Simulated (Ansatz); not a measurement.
Consider a crystal of TiB₆ in space group F-43m (No. 216), with Ti on 4b; B on 24g.

The calculation used Ansatz, DFT PBE, scalar-relativistic, plane waves, PAW. Cutoff 420 eV, Γ-centred mesh, Gaussian smearing, no spin polarisation.

Energies over the elements count from the elements' standard structures at the same level, with no fitted energy shifts.

Q: Which cell and coordinates does it relax to?

A:

Space group F-43m (No. 216). a = 6.248 Å, b = 6.248 Å, c = 6.248 Å, α = 90.00°, β = 90.00°, γ = 90.00°
```
atom  site  symmetry       x       y       z
  Ti    4b      -43m  0.5000  0.0000  0.0000
   B   24g      2.mm  0.4607  0.2500  0.2500
```

Ti has 12 B at 2.22 Å; B is surrounded by 4 B at 1.86 Å and 2 Ti at 2.22 Å. Another local minimum with the same sites may exist.

Q: Where does its energy lie, and is it a metal?

A: The energy over the elements is +0.66 eV/atom. The gap on the 10×10×10 mesh of the 7-atom cell is 0 eV (a metal). It can't be a ground state, since the elements alone are lower.

The last run used Gaussian smearing of 0.10 eV. Symmetry constrained the relaxation, so the result can be a saddle point. Another cell of TiB6 relaxed alike but with spin, in Pm-3m, lies 0.55 eV/atom lower, so this cell isn't the stable form at this level.
